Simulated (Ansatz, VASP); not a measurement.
One calculation of Os, two programs

```xyz
1
Lattice="0.0000 1.9304 1.9304 1.9304 0.0000 1.9304 1.9304 1.9304 0.0000" Properties=species:S:1:pos:R:3 pbc="T T T"
Os    0.0000    0.0000    0.0000
```

Alike in both runs: task single point; functional PBE; k mesh 18 × 18 × 18; occupations gaussian, width 0.05 eV; non-collinear spin, spin-orbit coupling.

|  | VASP | Ansatz |
| --- | --- | --- |
| version | VASP 6.6.1 | Ansatz 0.2.0 |
| potentials or method | VASP PAW PBE potentials, release 64 (Os) | plane waves, PAW |
| plane-wave cutoff (eV) | 520 | 420 |
| valence electrons in the cell | 8 | 16 |

```tsv
	VASP	Ansatz	Ansatz less VASP
gap on the k mesh at the Fermi level (eV)	none	none	-
pressure (GPa)	-1.2	-1.1	+0.07
net moment per atom (μB)	0.00	0.00	0.000
```

A gap of «none» marks a metal or a gap that the smearing closes. The two sets of potentials don't hold the same shells in valence.
